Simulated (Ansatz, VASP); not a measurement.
# Cu3O2: VASP beside Ansatz

```xyz
5
Lattice="-2.0230 2.0230 3.6736 2.0230 -2.0230 3.6736 2.0230 2.0230 -3.6736" Properties=species:S:1:pos:R:3 pbc="T T T"
Cu    0.0000    0.0000    0.0000
Cu    0.0000    2.0230    1.8368
Cu    2.0230    0.0000    1.8368
O     0.0000    2.0230    0.0000
O     2.0230    0.0000    0.0000
```

The cell comes from a database or a generator and needn't be the stable form of this composition.

Alike in both runs: functional PBEsol; k mesh 8 × 8 × 8; occupations fermi-dirac, width 0.05 eV; no spin polarisation.

|  | VASP | Ansatz |
| --- | --- | --- |
| version | VASP 6.6.1 | Ansatz 0.2.0 |
| potentials or method | VASP PAW PBE potentials, release 64 (Cu, O) | Ansatz PAW |
| plane-wave cutoff (eV) | 520 | 420 |
| valence electrons in the cell | 45 | 69 |
| task | single point | density of states |

VASP gave:

* gap on the k mesh at the Fermi level (eV): none
* pressure (GPa): -5.4
* largest component of the traceless stress (GPa): 2.11

Which values does Ansatz return?

gap on the k mesh at the Fermi level (eV): none; pressure (GPa): -6.2; largest component of the traceless stress (GPa): 2.86.

A gap of «none» marks a metal or a gap that the smearing closes. With one functional, cell and mesh, what is left measures potentials, basis and numerics. The two sets of potentials don't hold the same shells in valence.

Caveats: an odd number of electrons without spin polarisation forces a metal; a magnetic or distorted state may lie lower; the run has no spin polarisation, though such a crystal can be magnetic; semilocal functionals often make such compounds metallic where correlation or magnetic order opens a gap, which also shifts bond lengths; the PAW data sets were made with another functional, which shifts forces and pressure a little (VASP); the pressure holds a Pulay correction of +0.5 GPa for the finite cutoff (Ansatz); the PAW data sets come from PBE, with cores solved anew for the run's functional, which leaves a small shift of forces and pressure (Ansatz).
